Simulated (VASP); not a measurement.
# In (Im-3m) in VASP: notebook, part 2 of 2

VASP 6.6.1. The steps go on from the part before.

**4. Single point, PBE**

This run uses another cell than the first one, of 30.64 Å³/atom, 1.100 times its volume.

Contents of INCAR:

```
SYSTEM = In
ALGO = Normal
EDIFF = 1E-6
ENCUT = 520
GGA = PE
ISIF = 2
ISMEAR = 0
LASPH = .TRUE.
LCHARG = .FALSE.
LREAL = .FALSE.
LWAVE = .FALSE.
NBANDS = 12
NELM = 100
PREC = Accurate
SIGMA = 0.1
```

Contents of KPOINTS:

```
k-points
0
G
  16 16 16
  0 0 0
```

Contents of POSCAR:

```
In
1.0
   -1.9712997525      1.9712997525      1.9712997525
    1.9712997525     -1.9712997525      1.9712997525
    1.9712997525      1.9712997525     -1.9712997525
In
1
Direct
    0.0000000000      0.0000000000      0.0000000000
```

Command:

```
> cat potpaw_PBE.64/In_d/POTCAR > POTCAR
> mpirun -np 1 vasp_std > vasp.out
```

Run time: 16 s. Hardware: 1 thread of Intel Xeon 6975P-C (Granite Rapids), shared host; peak memory 0.19 GiB.

The run converged. Its results:

| Item | Value |
| --- | --- |
| Free energy | -2.5249 eV |
| Pressure | -2.6 GPa |
| Band gap on the k mesh | none (metal or under the smearing width) |

Levels at points of the mesh, in eV from the Fermi level:
| k point | band 3 | band 4 | band 5 | band 6 | band 7 | band 8 | band 9 | band 10 |
| --- | --- | --- | --- | --- | --- | --- | --- | --- |
| (0.00, 0.00, 0.00) | -14.57 | -14.38 | -14.38 | -8.55 | 9.46 | 9.46 | 9.46 | 12.48 |
| (0.50, 0.00, 0.00) | -14.39 | -14.39 | -14.27 | -3.93 | -2.59 | 5.21 | 6.71 | 9.01 |
| (0.50, 0.50, 0.50) | -14.30 | -14.30 | -14.30 | -0.04 | 1.24 | 1.24 | 1.24 | 5.01 |

**5. Single point, PBE (In replaced by Al, lengths x 0.911, strained and moved within the space group)**

Contents of INCAR:

```
SYSTEM = Al
PREC = Accurate
ENCUT = 520
EDIFF = 1E-7
ISMEAR = 0
SIGMA = 0.1
LREAL = .False.
LASPH = .True.
NELM = 100
ALGO = Normal
ISIF = 2
LWAVE = .False.
LCHARG = .False.
GGA = PE
NBANDS = 8
```

Contents of KPOINTS:

```
regular mesh
0
Gamma
  8 8 8
  0 0 0
```

Contents of POSCAR:

```
Al
1.0
   -1.6840051317      1.6840051317      1.6840051317
    1.6840051317     -1.6840051317      1.6840051317
    1.6840051317      1.6840051317     -1.6840051317
Al
1
Direct
    0.0000000000      0.0000000000      0.0000000000
```

Potentials or basis: VASP PAW PBE potentials, release 64 (Al).

Command:

```
> cat potpaw_PBE.64/Al/POTCAR > POTCAR
> mpirun -np 1 vasp_std > vasp.out
```

OUTCAR:

```text
SYSTEM = Al
   PREC = Accurate
   ENCUT = 520
   EDIFF = 1E-7
   ISMEAR = 0
   LREAL = .False.
   LASPH = .True.
   NELM = 100
   ISIF = 2
   GGA = PE

 ion  position               nearest neighbor table
   1  0.000  0.000  0.000-

  LATTYP: Found a body centered cubic cell.
 ALAT       =     3.3680102634

  Lattice vectors:

 A1 = (  -1.6840051317,   1.6840051317,   1.6840051317)
 A2 = (   1.6840051317,  -1.6840051317,   1.6840051317)
 A3 = (   1.6840051317,   1.6840051317,  -1.6840051317)

Analysis of symmetry for initial positions (statically):
=====================================================================
 Subroutine PRICEL returns:
 Original cell was already a primitive cell.

 Routine SETGRP: Setting up the symmetry group for a
 body centered cubic supercell.

 Subroutine GETGRP returns: Found 48 space group operations
 (whereof 48 operations were pure point group operations)
 out of a pool of 48 trial point group operations.

The static configuration has the point symmetry O_h .

Analysis of symmetry for dynamics (positions and initial velocities):
[... 162 lines left out ...]
 cond. band min:       6.6804821610   @ k =  -0.3750   0.3750   0.1250
 fundamental gap:      0.2768126364
 Fermi energy:         6.5660401856

 k-point     1 :       0.0000    0.0000    0.0000
  band No.  band energies     occupation
      1      -3.6013      2.00000
      2      18.9654      0.00000
      3      18.9654      0.00000
      4      18.9654      0.00000
      5      19.2465      0.00000
      6      19.2465      0.00000
      7      19.2465      0.00000
      8      21.7802      0.00000
[... 243 lines left out ...]
 k-point    24 :      -0.3750    0.3750    0.2500
  band No.  band energies     occupation
      1       1.6195      2.00000
      2       7.7816      0.00000
      3      10.0200      0.00000
      4      11.9826      0.00000
      5      14.1599      0.00000
      6      19.7085      0.00000
      7      21.7667      0.00000
      8      24.2549      0.00000

 [... further k-points ...]

------------------------ aborting loop because EDIFF is reached ----------------------------------------

  FORCE on cell =-STRESS in cart. coord.  units (eV):
  Direction    XX          YY          ZZ          XY          YZ          ZX
  --------------------------------------------------------------------------------------
  -------------------------------------------------------------------------------------
  Total       -0.7078594     -0.7078594     -0.7078594      0.0000000      0.0000000     -0.0000000
  in kB      -59.3700454    -59.3700454    -59.3700454      0.0000000      0.0000000     -0.0000000
  external PRESSURE =     -59.3700454 kB  Pullay stress =       0.0000000 kB

 VOLUME and BASIS-vectors are now :
 -----------------------------------------------------------------------------
  energy-cutoff  :      520.00
  volume of cell :       19.10
      direct lattice vectors                 reciprocal lattice vectors
    -1.684005132  1.684005132  1.684005132     0.000000000  0.296911209  0.296911209
     1.684005132 -1.684005132  1.684005132     0.296911209  0.000000000  0.296911209
     1.684005132  1.684005132 -1.684005132     0.296911209  0.296911209  0.000000000

 POSITION                                       TOTAL-FORCE (eV/Angst)
 -----------------------------------------------------------------------------------
      0.00000      0.00000      0.00000        -0.000000      0.000000      0.000000
 -----------------------------------------------------------------------------------
    total drift:                                0.000000     -0.000000     -0.000000

  FREE ENERGIE OF THE ION-ELECTRON SYSTEM (eV)
  ---------------------------------------------------
  free  energy   TOTEN  =        -3.5738325666 eV

  energy  without entropy=       -3.5729224793  energy(sigma->0) =       -3.57337752
```

Run time: 3.2 s. Hardware: 1 thread of Intel Xeon 6975P-C (Granite Rapids), shared host; peak memory 0.12 GiB.

What came out:

```yaml
Free_energy: -3.5738 eV
Pressure: -5.9 GPa
Band_gap_on_the_k_mesh: none (metal or under the smearing width)
```

Levels at points of the mesh, in eV from the Fermi level:
```
           k point  band 1  band 2  band 3  band 4  band 5  band 6
(0.00, 0.00, 0.00)  -10.17   12.40   12.40   12.40   12.68   12.68
(0.50, 0.00, 0.00)   -3.79   -3.73    7.11    7.92    8.97   10.24
(0.50, 0.50, 0.50)    1.63    1.63    1.63    3.18    3.18    3.96
```

**6. Single point, PBE (In replaced by Sc, lengths x 1.118, strained and moved within the space group)**

Contents of INCAR:

```
SYSTEM = Sc
ALGO = Fast ; EDIFF = 1E-6
ENCUT = 520 ; GGA = PE
ISIF = 2 ; ISMEAR = 0
LASPH = .True. ; LCHARG = .False.
LREAL = .False. ; LWAVE = .False.
NBANDS = 12 ; NELM = 60
PREC = Accurate ; SIGMA = 0.1
```

Contents of KPOINTS:

```
k-points
0
Gamma
  14 14 14
  0 0 0
```

Contents of POSCAR:

```
Sc
1.0
   -2.1017307743      2.1017307743      2.1017307743
    2.1017307743     -2.1017307743      2.1017307743
    2.1017307743      2.1017307743     -2.1017307743
Sc
1
Direct
    0.0000000000      0.0000000000      0.0000000000
```

Potentials or basis: VASP PAW PBE potentials, release 64 (Sc_sv).

Command:

```
> cat potpaw_PBE.64/Sc_sv/POTCAR > POTCAR
> mpirun -np 1 vasp_std > vasp.out
```

Wall time 21 s (1 thread of Intel Xeon 6975P-C (Granite Rapids), shared host); peak memory 0.17 GiB.

The run converged. Its results:

```
Free energy            : -5.6069 eV
Pressure               : -10.6 GPa
Band gap on the k mesh : none (metal or under the smearing width)
```

Levels at points of the mesh, in eV from the Fermi level:
```tsv
k point	band 2	band 3	band 4	band 5	band 6	band 7	band 8	band 9
(0.00, 0.00, 0.00)	-29.12	-29.12	-29.12	-4.29	0.90	0.90	0.90	1.73
(0.50, 0.00, 0.00)	-29.21	-29.16	-29.12	-1.28	0.06	0.25	1.67	1.86
(0.50, 0.50, 0.50)	-29.19	-29.19	-29.19	-0.58	-0.58	2.26	2.26	2.26
```

**7. The runs side by side**

```csv
potentials or basis,cell,k mesh,gap on the mesh (eV),pressure (GPa)
"VASP PAW PBE potentials, release 64 (In_d)","Im-3m, 27.86 Å³/atom",16 × 16 × 16,none,0.0
"VASP PAW PBE potentials, release 64 (In_d)","Im-3m, 25.35 Å³/atom",16 × 16 × 16,none,4.0
"VASP PAW PBE potentials, release 64 (In_d)","Im-3m, 30.64 Å³/atom",16 × 16 × 16,none,-2.6
"VASP PAW PBE potentials, release 64 (Al)","In replaced by Al, lengths x 0.911, strained and moved within the space group",8 × 8 × 8,none,-5.9
"VASP PAW PBE potentials, release 64 (Sc_sv)","In replaced by Sc, lengths x 1.118, strained and moved within the space group",14 × 14 × 14,none,-10.6
```

Alike in all rows: task single point; level PBE; no spin polarisation; cutoff (eV) 520; smearing gaussian 0.1 eV.

Absolute energies hang on the potentials; compare differences alone.
